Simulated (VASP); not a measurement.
Write the native input for VASP 6.6.1 that does the following.

| Property | Result |
| --- | --- |
| Task | single point |
| Functional | revPBE |
| Potentials or basis | VASP PAW PBE potentials, release 64 (Ga_d) |
| Cutoff | 520 eV |
| k mesh | 15 × 15 × 15 |
| Occupations | fermi-dirac, width 0.1 eV |
| Spin | no spin polarisation |
| Dipole correction | no |
| Further INCAR settings | ALGO = Normal; EDIFF = 1e-07; NBANDS = 12 |

The structure of Ga lies in POSCAR:

```
Ga
1.0
   -1.7667579983      1.7667579983      1.7667579983
    1.7667579983     -1.7667579983      1.7667579983
    1.7667579983      1.7667579983     -1.7667579983
Ga
1
Direct
    0.0000000000      0.0000000000      0.0000000000
```

This isn't the form of Ga at room conditions, which is orthorhombic.

The input as run:

INCAR

```
SYSTEM = Ga
ALGO = Normal
EDIFF = 1E-7
ENCUT = 520
GGA = RE
ISIF = 2
ISMEAR = -1
LASPH = .True.
LCHARG = .False.
LREAL = .False.
LWAVE = .False.
NBANDS = 12
NELM = 80
PREC = Accurate
SIGMA = 0.1
```

KPOINTS

```
k-points
0
Gamma
  15 15 15
  0 0 0
```

Potentials or basis: VASP PAW PBE potentials, release 64 (Ga_d).

Command:

```sh
$ cat potpaw_PBE.64/Ga_d/POTCAR > POTCAR
$ mpirun -np 1 vasp_std > vasp.out
```

Results of the run:

* Pressure: -3.6 GPa
* Band gap on the k mesh: none (metal or under the smearing width)

Caveat: the PAW data sets were made with another functional, which shifts forces and pressure a little.

Run time: 7.8 s on 1 thread of Intel(R) Xeon(R) 6975P-C (Granite Rapids), with other jobs on the host, peak memory 0.15 GiB.
